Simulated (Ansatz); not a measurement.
Crystal: Sb, diamond type, 2 atoms in the cell.

Method: r²SCAN, plane waves, PAW datasets (generated hard set) in Ansatz 0.2.0 development build.

Cutoff 700 eV; k-mesh 9×9×9 Γ-centred; Fermi–Dirac smearing of 0.1 eV; no spin polarisation; no spin–orbit coupling.

Task: What equilibrium volume, lattice constant and bulk modulus does this give?

Result: V₀ = 41.910 Å³/atom (a₀ = 6.947 Å), B₀ = 33.7 GPa, B₀′ = 3.86. The points behind the fit:

```tsv
V (Å³/atom)	a (Å)	E − E(min) (meV/atom)	P (GPa)
39.355	6.8030	18.12	2.39
40.639	6.8761	4.26	1.10
41.922	6.9478	0.00	-0.01
43.205	7.0179	4.00	-0.97
44.489	7.0867	15.13	-1.79
```

The stress includes the program's correction for the finite plane-wave basis.

This cubic structure is a model: it isn't the usual form of the substance at ambient conditions, and such phases are metastable or hypothetical. Potentials made with PBE were used with another functional.
